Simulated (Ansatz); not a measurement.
**TiO2: band gap under strain**

How does strain move the band edges of the known phase of TiO2 with 6 atoms a cell, and do the functionals agree on it? States: no strain; -1.2 % biaxial strain in x and y, z held; -2.7 % strain along y alone.

Program: Ansatz 0.2.0. PAW datasets, plane waves. (Simulation; spin polarisation is off.)

## 1. The system as given

The unstrained cell was relaxed with r2SCAN; in each strained cell the atoms were relaxed again with r2SCAN. Names of k-points are those of the unstrained zone, where strain can split equivalent points. First state: no strain.

Space group P4_2/mnm (No. 136), tetragonal; a = 4.597 Å, c = 2.954 Å in the conventional setting, 10.40 Å³ an atom. Near Ti stand 6 O at 1.95–1.98 Å; near O stand 3 Ti at 1.95–1.98 Å.

Coordinates:

```cif
data_structure
_symmetry_space_group_name_H-M 'P4_2/mnm'
_symmetry_Int_Tables_number 136
_cell_length_a 4.5968
_cell_length_b 4.5968
_cell_length_c 2.9535
_cell_angle_alpha 90.000
_cell_angle_beta 90.000
_cell_angle_gamma 90.000
_cell_volume 62.41
loop_
_atom_site_label
_atom_site_type_symbol
_atom_site_symmetry_multiplicity
_atom_site_Wyckoff_symbol
_atom_site_fract_x
_atom_site_fract_y
_atom_site_fract_z
_atom_site_occupancy
Ti1 Ti 2 a 0.00000 0.00000 0.00000 1
O1 O 4 f 0.30464 0.30464 0.00000 1
```

## 2. No strain: PBE

Contents of input.yaml:

```yaml
crystal:
  lattice:
    - [4.5968460062, 0.0, 0.0]
    - [0.0, 4.5968460062, 0.0]
    - [0.0, 0.0, 2.9535015015]
  atoms:
    - { symbol: Ti, position: [0.0, 0.0, 0.0] }
    - { symbol: Ti, position: [0.5, 0.5, 0.5] }
    - { symbol: O, position: [0.3046430012, 0.3046430012, 0.0] }
    - { symbol: O, position: [0.1953569988, 0.8046430012, 0.5] }
    - { symbol: O, position: [0.6953569988, 0.6953569988, 0.0] }
    - { symbol: O, position: [0.8046430012, 0.1953569988, 0.5] }
kpoints:
  mp_grid: { grid: [6, 6, 8] }
  band_path:
    path:
      - [0.0, 0.0, 0.0]
      - [0.0, 0.5, 0.0]
      - [0.5, 0.5, 0.0]
      - [0.0, 0.0, 0.5]
      - [0.0, 0.5, 0.5]
      - [0.5, 0.5, 0.5]
    npoints: 1
hamiltonian:
  xc: pbe
scf:
  occupations: { method: fermi_dirac, width: 0.02 }
  n_extra_bands: 5
output:
  forces: true
  stress: true
  eigenvalues: true
```

Launch:

```
$ ansatz run input.yaml --threads 4 --pin off --max-ram 5529MiB --backend cpu --events-out ev --progress --plain --runs-dir out
```

After this run come: No strain: r2SCAN; No strain: HSE06; -1.2 % biaxial strain in x and y, z held: PBE; -1.2 % biaxial strain in x and y, z held: r2SCAN; -1.2 % biaxial strain in x and y, z held: HSE06; -2.7 % strain along y alone: PBE; -2.7 % strain along y alone: r2SCAN; -2.7 % strain along y alone: HSE06.

**Question.** What will these runs give?

As calculated:

Least gap in eV (negative: overlap), with the change from the unstrained cell in brackets:

```
                                   state  volume change (%)           PBE        r2SCAN         HSE06
                               no strain               +0.0          1.89          2.22          3.38
-1.2 % biaxial strain in x and y, z held               -2.3  1.90 (+0.01)  2.24 (+0.02)  3.42 (+0.04)
             -2.7 % strain along y alone               -2.7  1.94 (+0.05)  2.30 (+0.08)  3.45 (+0.07)
```

In words: The largest move of the HSE06 gap in the table is +0.063 eV, under -2.7 % strain along y alone. PBE and HSE06 differ by 1.50 eV on the unstrained gap, and by at most 0.02 eV on its change: PBE follows the response to strain far better than the gap itself. In PBE the gap turns indirect under -2.7 % strain along y alone.
